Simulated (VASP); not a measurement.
Wanted: the native input for a VASP 6.6.1 run.

```
Task                   : single point
Functional             : PBE
Potentials or basis    : VASP PAW PBE potentials, release 64 (Si)
Cutoff                 : 520 eV
k mesh                 : 8 × 8 × 8
Occupations            : gaussian, width 0.03 eV
Spin                   : no spin polarisation
Further INCAR settings : ALGO = Normal; EDIFF = 1e-07; NBANDS = 11
```

The structure of Si lies in POSCAR:

```
Si
1.0
    0.0000000000      2.7218511865      2.7218511865
    2.7218511865      0.0000000000      2.7218511865
    2.7218511865      2.7218511865      0.0000000000
Si
2
Direct
    0.5000000000      0.5000000000      0.5000000000
    0.7500000000      0.7500000000      0.7500000000
```

One way to write it, as run:

INCAR

```
SYSTEM = Si
PREC     = Accurate       ! precision mode
ENCUT    = 520            ! plane-wave cutoff, eV
EDIFF    = 1E-7           ! SCF threshold, eV
ISMEAR   = 0              ! smearing method
SIGMA    = 0.03           ! smearing width, eV
LREAL    = .False.        ! projectors in reciprocal space
LASPH    = .True.         ! aspherical terms in the spheres
NELM     = 60             ! most SCF steps
ALGO     = Normal         ! electronic algorithm
ISIF     = 2              ! what is computed and relaxed
LWAVE    = .False.        ! write WAVECAR
LCHARG   = .False.        ! write CHGCAR
GGA      = PE             ! functional
NBANDS   = 11             ! bands
```

KPOINTS

```
regular mesh
0
Gamma
  8 8 8
  0 0 0
```

Potentials or basis: VASP PAW PBE potentials, release 64 (Si).

Launch:

```bash
$ cat potpaw_PBE.64/Si/POTCAR > POTCAR
$ mpirun -np 1 vasp_std > vasp.out
```

It gave:

```yaml
Pressure: 1.3 GPa
Band_gap_on_the_k_mesh: 0.63 eV, indirect (least direct gap 2.56 eV)
```

It took 7.2 s on 1 thread of Intel(R) Xeon(R) 6975P-C (Granite Rapids) (shared host), peak memory 0.15 GiB.
